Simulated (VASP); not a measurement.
# NaCl (Fm-3m) in VASP: settings compared

The runs below take NaCl through relaxation of cell and atoms, with PBE, LDA.

Everything below comes from runs of VASP 6.6.1. Logs are shortened: lines on timing, memory, paths and dates and some standing lists are left out, and cuts for length are marked.

### Step 1. Starting point

It takes space group Fm-3m (No. 225, cubic). The conventional cell has a = 5.620 Å, b = 5.620 Å, c = 5.620 Å, α = 90.00°, β = 90.00°, γ = 90.00°. Na (site symmetry m-3m) is surrounded by 6 Cl at 2.81 Å. Cl (site symmetry m-3m) has 6 Na at 2.81 Å as nearest neighbours.

### Step 2. Relaxation of cell and atoms, PBE

The input, INCAR:

```
PREC = Accurate ; ENCUT = 600
EDIFF = 1E-6 ; ISMEAR = 0
SIGMA = 0.03 ; LREAL = False
LASPH = True ; NELM = 80
ALGO = Normal ; ISIF = 3
LWAVE = False ; LCHARG = False
GGA = PE ; IBRION = 2
NSW = 90 ; EDIFFG = -0.01
```

The input, KPOINTS:

```
Automatic mesh
0
Gamma
  8 8 8
```

The input, POSCAR:

```
NaCl
1.0
    0.0000000000      2.8100000000      2.8100000000
    2.8100000000      0.0000000000      2.8100000000
    2.8100000000      2.8100000000      0.0000000000
Na Cl
1 1
Direct
    0.0000000000      0.0000000000      0.0000000000
    0.5000000000      0.5000000000      0.5000000000
```

Potentials or basis: VASP PAW PBE potentials, release 64 (Na_pv, Cl).

Started as:

```bash
cat potpaw_PBE.64/Na_pv/POTCAR potpaw_PBE.64/Cl/POTCAR > POTCAR
mpirun -np 1 vasp_std > vasp.out
```

OUTCAR:

```text
PREC = Accurate
   ENCUT = 600
   EDIFF = 1E-6
   ISMEAR = 0
   LREAL = False
   LASPH = True
   NELM = 80
   ISIF = 3
   GGA = PE
   IBRION = 2
   NSW = 90
   EDIFFG = -0.01

 ion  position               nearest neighbor table
   1  0.000  0.000  0.000-
   2  0.500  0.500  0.500-

  LATTYP: Found a face centered cubic cell.
 ALAT       =     5.6200000000

  Lattice vectors:

 A1 = (   0.0000000000,   2.8100000000,   2.8100000000)
 A2 = (   2.8100000000,   0.0000000000,   2.8100000000)
 A3 = (   2.8100000000,   2.8100000000,   0.0000000000)

Analysis of symmetry for initial positions (statically):
=====================================================================
 Subroutine PRICEL returns:
 Original cell was already a primitive cell.

 Routine SETGRP: Setting up the symmetry group for a
 face centered cubic supercell.

 Subroutine GETGRP returns: Found 48 space group operations
 (whereof 48 operations were pure point group operations)
 out of a pool of 48 trial point group operations.

The static configuration has the point symmetry O_h .

Analysis of symmetry for dynamics (positions and initial velocities):
=====================================================================
 Subroutine PRICEL returns:
 Original cell was already a primitive cell.

 Routine SETGRP: Setting up the symmetry group for a
 face centered cubic supercell.

 Subroutine GETGRP returns: Found 48 space group operations
 (whereof 48 operations were pure point group operations)
 out of a pool of 48 trial point group operations.

The dynamic configuration has the point symmetry O_h .

 Subroutine INISYM returns: Found 48 space group operations
 (whereof 48 operations are pure point group operations),
 and found     1 'primitive' translations

----------------------------------------------------------------------------------------

                                     Primitive cell

  volume of cell :      44.3761

  direct lattice vectors                    reciprocal lattice vectors
     0.000000000  2.810000000  2.810000000    -0.177935943  0.177935943  0.177935943
     2.810000000  0.000000000  2.810000000     0.177935943 -0.177935943  0.177935943
     2.810000000  2.810000000  0.000000000     0.177935943  0.177935943 -0.177935943

  length of vectors
     3.973940110  3.973940110  3.973940110     0.308194094  0.308194094  0.308194094

  position of ions in fractional coordinates (direct lattice)
     0.000000000  0.000000000  0.000000000
     0.500000000  0.500000000  0.500000000

  ion indices of the primitive-cell ions
   primitive index   ion index
                 1           1
                 2           2

----------------------------------------------------------------------------------------

 KPOINTS: Automatic mesh

Automatic generation of k-mesh.
 Grid dimensions read from file:
 generate k-points for:    8    8    8

 Generating k-lattice:

  Cartesian coordinates                     Fractional coordinates (reciprocal lattice)
    -0.022241993  0.022241993  0.022241993     0.125000000  0.000000000  0.000000000
     0.022241993 -0.022241993  0.022241993     0.000000000  0.125000000  0.000000000
     0.022241993  0.022241993 -0.022241993     0.000000000  0.000000000  0.125000000

  Length of vectors
     0.038524262  0.038524262  0.038524262

  Shift w.r.t. Gamma in fractional coordinates (k-lattice)
     0.000000000  0.000000000  0.000000000

 Subroutine IBZKPT returns following result:
 ===========================================

 Found     29 irreducible k-points:

 Following reciprocal coordinates:
            Coordinates               Weight
  0.000000  0.000000  0.000000      1.000000
  0.125000  0.000000  0.000000      8.000000
  0.250000  0.000000  0.000000      8.000000
  0.375000  0.000000  0.000000      8.000000
  0.500000  0.000000  0.000000      4.000000
  0.125000  0.125000  0.000000      6.000000
[... 16 lines left out ...]
  0.500000  0.250000  0.125000     48.000000
 -0.375000  0.250000  0.125000     24.000000
 [... further k-points ...]
   k-points           NKPTS =     29   k-points in BZ     NKDIM =     29   number of bands    NBANDS=     11
   number of dos      NEDOS =    301   number of ions     NIONS =      2
   total plane-waves  NPLWV =  32768
   dimension x,y,z NGX =    32 NGY =   32 NGZ =   32
   dimension x,y,z NGXF=    64 NGYF=   64 NGZF=   64
   ions per type =               1   1
   NGX,Y,Z   is equivalent  to a cutoff of  13.39, 13.39, 13.39 a.u.
   NGXF,Y,Z  is equivalent  to a cutoff of  26.77, 26.77, 26.77 a.u.
 SYSTEM =  unknown system
   PREC   = accura    normal or accurate (medium, high low for compatibility)
   ISTART =      0    job   : 0-new  1-cont  2-samecut
   ICHARG =      2    charge: 1-file 2-atom 10-const
   ISPIN  =      1    spin polarized calculation?
   LNONCOLLINEAR =      F non collinear calculations
   LSORBIT =      F    spin-orbit coupling
   LASPH  =      T    aspherical Exc in radial PAW
   ENCUT  =  600.0 eV  44.10 Ry    6.64 a.u.   7.94  7.94  7.94*2*pi/ulx,y,z
   NELM   =     80;   NELMIN=  2; NELMDL= -5     # of ELM steps
   EDIFF  = 0.1E-05   stopping-criterion for ELM
   LREAL  =      F    real-space projection
   EDIFFG = -.1E-01   stopping-criterion for IOM
   NSW    =     90    number of steps for IOM
   IBRION =      2    ionic relax: 0-MD 1-quasi-New 2-CG
   NFREE  =      1    steps in history (QN), initial steepest desc. (CG)
   ISIF   =      3    stress and relaxation
   ISYM   =      2    0-nonsym 1-usesym 2-fastsym
   POTIM  = 0.5000    time-step for ionic-motion
   TEBEG  =    0.0;   TEEND  =   0.0 temperature during run
   PSTRESS=    0.0 pullay stress
   NELECT =      14.0000    total number of electrons
   NUPDOWN=      -1.0000    fix difference up-down
   EMIN   =  10.00;   EMAX   =-10.00  energy-range for DOS
   EFERMI =   0.00;   METHOD = LEGACY
   ISMEAR =     0;   SIGMA  =   0.03  broadening in eV -4-tet -1-fermi 0-gaus
   EFERMI_NEDOS =   21; number of points for ismear=-14 and -15
   IALGO  =     38    algorithm
   IMIX   =      4    mixing-type and parameters
     AMIX     =   0.40;   BMIX     =  1.00
     AMIX_MAG =   1.60;   BMIX_MAG =  1.00
  volume/ion in A,a.u.               =      22.19       149.73
  Fermi-wavevector in a.u.,A,eV,Ry     =   1.114469  2.106040 16.898985  1.242040
  Thomas-Fermi vector in A             =   2.251064
   LORBIT       =      0    0 simple, 1 ext, 2 COOP (PROOUT), +10 PAW based schemes
   GGA     = PE    functional components
   LHFCALC =     F    Hartree Fock is set to
   AEXX    =    0.0000 exact exchange contribution
   IVDW    =     0    specifies the selected vdW correction
   LEPSILON=     F    determine dielectric tensor
   LRPA    =     F    only Hartree local field effects (RPA)
 conjugate gradient relaxation of ions
 non-spin polarized calculation
 Gauss-broadening in eV      SIGMA  =   0.03
  energy-cutoff  :      600.00
  volume of cell :       44.38
 maximum number of plane-waves:      1494
   NGX = 15   NGY = 15   NGZ = 15

--------------------------------------- Ionic step        1  -------------------------------------------

 number of electron      14.0000007 magnetization

 Free energy of the ion-electron system (eV)
  ---------------------------------------------------
  ext. energy  EPLUGINS =         0.00000000
  ---------------------------------------------------
  free energy    TOTEN  =        -6.77227674 eV

  energy without entropy =       -6.77227674  energy(sigma->0) =       -6.77227674

------------------------ aborting loop because EDIFF is reached ----------------------------------------

  FORCE on cell =-STRESS in cart. coord.  units (eV):
  Direction    XX          YY          ZZ          XY          YZ          ZX
  --------------------------------------------------------------------------------------
  -------------------------------------------------------------------------------------
  Total        0.2912696      0.2912696      0.2912696     -0.0000000     -0.0000000      0.0000000
  in kB       10.5161497     10.5161497     10.5161497     -0.0000000     -0.0000000      0.0000000
  external PRESSURE =      10.5161497 kB  Pullay stress =       0.0000000 kB

 VOLUME and BASIS-vectors are now :
 -----------------------------------------------------------------------------
  energy-cutoff  :      600.00
  volume of cell :       44.38
      direct lattice vectors                 reciprocal lattice vectors
     0.000000000  2.810000000  2.810000000    -0.177935943  0.177935943  0.177935943
     2.810000000  0.000000000  2.810000000     0.177935943 -0.177935943  0.177935943
     2.810000000  2.810000000  0.000000000     0.177935943  0.177935943 -0.177935943
[... 37 lines left out ...]
 POSITION                                       TOTAL-FORCE (eV/Angst)
 -----------------------------------------------------------------------------------
      2.82974      5.65949      2.82974        -0.000000     -0.000000     -0.000000
      2.82974      2.82974      2.82974         0.000000      0.000000      0.000000
 -----------------------------------------------------------------------------------
    total drift:                               -0.000000     -0.000000      0.000000

  FREE ENERGIE OF THE ION-ELECTRON SYSTEM (eV)
  ---------------------------------------------------
  free  energy   TOTEN  =        -6.7767445449 eV

  energy  without entropy=       -6.7767445449  energy(sigma->0) =       -6.77674454

--------------------------------------- Ionic step        3  -------------------------------------------

 number of electron      13.9999997 magnetization

 Free energy of the ion-electron system (eV)
  ---------------------------------------------------
  ext. energy  EPLUGINS =         0.00000000
  ---------------------------------------------------
  free energy    TOTEN  =        -6.77803755 eV

  energy without entropy =       -6.77803755  energy(sigma->0) =       -6.77803755

 E-fermi :  -0.7213     XC(G=0):  -8.0333

 val. band max:       -0.9087706160   @ k =   0.0000   0.0000   0.0000
 cond. band min:       4.0807313443   @ k =   0.0000   0.0000   0.0000
 fundamental gap:      4.9895019603
 Fermi energy:        -0.7212733468

 k-point     1 :       0.0000    0.0000    0.0000
  band No.  band energies     occupation
      1     -21.7892      2.00000
      2     -21.7892      2.00000
      3     -21.7892      2.00000
      4     -13.4987      2.00000
      5      -0.9088      2.00000
      6      -0.9088      2.00000
      7      -0.9088      2.00000
      8       4.0807      0.00000
      9      10.1778      0.00000
     10      10.1778      0.00000
     11      10.1778      0.00000

 k-point     2 :       0.1250    0.0000    0.0000
  band No.  band energies     occupation
      1     -21.7929      2.00000
      2     -21.7895      2.00000
      3     -21.7895      2.00000
      4     -13.4558      2.00000
      5      -1.2593      2.00000
      6      -0.9468      2.00000
      7      -0.9468      2.00000
      8       4.5637      0.00000
      9       9.6320      0.00000
     10      10.3614      0.00000
     11      10.3614      0.00000
[... 295 lines left out ...]
 k-point    24 :      -0.3750    0.2500    0.1250
  band No.  band energies     occupation
      1     -21.8094      2.00000
      2     -21.7963      2.00000
      3     -21.7930      2.00000
      4     -13.1625      2.00000
      5      -2.4776      2.00000
      6      -1.6287      2.00000
      7      -1.2961      2.00000
      8       7.3404      0.00000
      9       8.4905      0.00000
     10       9.2305      0.00000
     11      10.7071      0.00000

 [... further k-points ...]

------------------------ aborting loop because EDIFF is reached ----------------------------------------

  FORCE on cell =-STRESS in cart. coord.  units (eV):
  Direction    XX          YY          ZZ          XY          YZ          ZX
  --------------------------------------------------------------------------------------
  -------------------------------------------------------------------------------------
  Total       -0.0006318     -0.0006318     -0.0006318      0.0000000     -0.0000000      0.0000000
  in kB       -0.0218741     -0.0218741     -0.0218741      0.0000000     -0.0000000      0.0000000
  external PRESSURE =      -0.0218741 kB  Pullay stress =       0.0000000 kB

 VOLUME and BASIS-vectors are now :
 -----------------------------------------------------------------------------
  energy-cutoff  :      600.00
  volume of cell :       46.28
      direct lattice vectors                 reciprocal lattice vectors
     0.000000000  2.849555516  2.849555516    -0.175465962  0.175465962  0.175465962
     2.849555516 -0.000000000  2.849555516     0.175465962 -0.175465962  0.175465962
     2.849555516  2.849555516  0.000000000     0.175465962  0.175465962 -0.175465962

 POSITION                                       TOTAL-FORCE (eV/Angst)
 -----------------------------------------------------------------------------------
      0.00000     -0.00000      0.00000        -0.000000      0.000000     -0.000000
      2.84956      2.84956      2.84956         0.000000     -0.000000      0.000000
 -----------------------------------------------------------------------------------
    total drift:                                0.000000     -0.000000     -0.000000

  FREE ENERGIE OF THE ION-ELECTRON SYSTEM (eV)
  ---------------------------------------------------
  free  energy   TOTEN  =        -6.7780375506 eV

  energy  without entropy=       -6.7780375506  energy(sigma->0) =       -6.77803755

 reached required accuracy - stopping structural energy minimisation
```

Run time: 11 s. Hardware: 1 thread of Intel Xeon 6975P-C (Granite Rapids), shared host; peak memory 0.17 GiB.

Results:

* Free energy: -6.7780 eV
* Relaxed volume: 23.14 Å³/atom
* Relaxed cell: a = 4.030 Å, b = 4.030 Å, c = 4.030 Å, α = 60.00°, β = 60.00°, γ = 60.00°
* Space group after relaxing (to 0.05 Å): Fm-3m (No. 225)
* Energy gained by relaxing: 2.9 meV/atom
* Ionic steps: 3
* Pressure after relaxing: 0.0 GPa
* Band gap on the k mesh: 4.99 eV, direct

Step by step:
```tsv
step	energy change (eV)	largest force (eV/Å)	pressure (GPa)	volume (Å³)
1	0.0000	0.0000	1.05	44.38
2	-0.0045	0.0000	0.52	45.32
3	-0.0058	0.0000	0.00	46.28
```

Final structure:
```xyz
2
Lattice="0.0000 2.8496 2.8496 2.8496 0.0000 2.8496 2.8496 2.8496 0.0000" Properties=species:S:1:pos:R:3 pbc="T T T"
Na    0.0000    0.0000    0.0000
Cl    2.8496    2.8496    2.8496
```

Levels at points of the mesh, in eV from the valence-band top:
```
           k point  band 4  band 5  band 6  band 7  band 8  band 9  band 10  band 11
(0.00, 0.00, 0.00)  -12.59    0.00    0.00    0.00    4.99   11.09    11.09    11.09
(0.50, 0.00, 0.00)  -12.28   -1.83   -0.25   -0.25    7.22   10.37    10.89    10.89
(0.50, 0.50, 0.00)  -12.24   -1.58   -0.57   -0.57    7.44    8.10    11.10    14.50
```

A k mesh can miss the band edges. Zero-point motion and thermal expansion aren't in these numbers.

### Step 3. Relaxation of cell and atoms, PBE

This run uses another cell than the first one, of 23.14 Å³/atom, 1.043 times its volume.

The input, INCAR:

```
PREC = Accurate ; ENCUT = 600
EDIFF = 1E-7 ; ISMEAR = 0
SIGMA = 0.03 ; LREAL = False
LASPH = True ; NELM = 80
ALGO = Normal ; ISIF = 3
LWAVE = False ; LCHARG = False
GGA = PE ; IBRION = 2
NSW = 90 ; EDIFFG = -0.005
```

KPOINTS is that of step 2.

The input, POSCAR:

```
NaCl                                    
1.0
    0.0000000000      2.8495555159      2.8495555159
    2.8495555159     -0.0000000000      2.8495555159
    2.8495555159      2.8495555159      0.0000000000
  Na              Cl            
     1     1
Direct
     0.0000000000000000    0.0000000000000000    0.0000000000000000
     0.5000000000000000    0.5000000000000000    0.5000000000000000
```

Potentials or basis: VASP PAW PBE potentials, release 64 (Na_pv, Cl).

Started as:

```bash
cat potpaw_PBE.64/Na_pv/POTCAR potpaw_PBE.64/Cl/POTCAR > POTCAR
mpirun -np 1 vasp_std > vasp.out
```

It took 7.7 s on 1 thread of Intel Xeon 6975P-C (Granite Rapids), shared host; peak memory 0.17 GiB.

The run converged. Its results:

```yaml
Free_energy: -6.7782 eV
Relaxed_volume: 23.12 Å³/atom
Relaxed_cell: a = 4.029 Å, b = 4.029 Å, c = 4.029 Å, α = 60.00°, β = 60.00°, γ = 60.00°
Space_group_after_relaxing_to_0.05_Å: Fm-3m (No. 225)
Energy_gained_by_relaxing: 0.0 meV/atom
Ionic_steps: 2
Pressure_after_relaxing: 0.0 GPa
Band_gap_on_the_k_mesh: 4.99 eV, direct
```

Final structure:
```yaml
crystal:
  lattice:
    - [0.00000, 2.84885, 2.84885]
    - [2.84885, 0.00000, 2.84885]
    - [2.84885, 2.84885, 0.00000]
  atoms:
    - { symbol: Na, position: [0.00000, 0.00000, 0.00000] }
    - { symbol: Cl, position: [0.50000, 0.50000, 0.50000] }
```

Levels at points of the mesh, in eV from the valence-band top:
| k point | band 4 | band 5 | band 6 | band 7 | band 8 | band 9 | band 10 | band 11 |
| --- | --- | --- | --- | --- | --- | --- | --- | --- |
| (0.00, 0.00, 0.00) | -12.59 | 0.00 | 0.00 | 0.00 | 4.99 | 11.09 | 11.09 | 11.09 |
| (0.50, 0.00, 0.00) | -12.28 | -1.83 | -0.25 | -0.25 | 7.22 | 10.38 | 10.90 | 10.90 |
| (0.50, 0.50, 0.00) | -12.24 | -1.58 | -0.57 | -0.57 | 7.45 | 8.10 | 11.10 | 14.50 |

A k mesh can miss the band edges. As with any semilocal functional, this PBE gap is likely too small.

[end of part 1 of 2]
